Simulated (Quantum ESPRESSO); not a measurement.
Ti in Quantum ESPRESSO: the effect of target pressure

Ti:

```
Ti
1.0
     4.56737    0.00000    0.00000
    -2.28369    3.95546    0.00000
     0.00000    0.00000    2.82624
Ti
3
Direct
  0.66667 0.33333 0.50000
  0.33333 0.66667 0.50000
  0.00000 0.00000 0.00000
```

This isn't the form of Ti at room conditions, which is hcp.

Alike in all runs:

- Program: Quantum ESPRESSO 7.5
- Task: relaxation of cell and atoms
- Functional: PBEsol
- Potentials or basis: GBRV 1.5 PBEsol
- Cutoff: 707 eV
- Density cutoff: 5633 eV
- k mesh: 7 × 7 × 9
- Occupations: fermi-dirac, width 0.05 eV
- Spin: no spin polarisation

Each run relaxes the cell or the atoms first.

One run gave: relaxed volume 14.43 Å³/atom. Which target pressure did it use?
A. 10 GPa
B. 2 GPa
C. 20 GPa
D. 30 GPa
E. 0 GPa

C.

```csv
target pressure,relaxed volume (Å³/atom)
0 GPa,16.47
2 GPa,16.20
5 GPa,15.84
10 GPa,15.30
20 GPa,14.43
30 GPa,13.72
```

Caveats: the volume moved by over 15 % at a fixed basis, so the end points are rough (some runs).
